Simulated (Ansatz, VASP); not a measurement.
**SnSe: VASP beside Ansatz**

```
CELL_PARAMETERS angstrom
4.28533 0.00000 0.00000
0.00000 4.28533 0.00000
0.00000 0.00000 10.99069
ATOMIC_POSITIONS crystal
Sn 0.50000 0.00000 0.37223
Sn 0.00000 0.50000 0.62777
Se 0.50000 0.00000 0.61604
Se 0.00000 0.50000 0.38396
```

Alike in both runs: task single point; functional LDA; k mesh 6 × 6 × 2; no spin polarisation.

```csv
,VASP,Ansatz
version,VASP 6.6.1,Ansatz 0.2.0
potentials or method,"VASP PAW LDA potentials, release 64 (Sn_d, Se)","plane waves, PAW"
plane-wave cutoff (eV),520,420
occupations,"gaussian, width 0.1 eV",gaussian
valence electrons in the cell,40,60
```

|  | VASP | Ansatz | Ansatz less VASP |
| --- | --- | --- | --- |
| rms of the force components (eV/Å) | 0.090 | 0.101 | +0.0110 |

Atom by atom the forces differ by 0.013 eV/Å (rms over components). The two sets of potentials don't hold the same shells in valence.
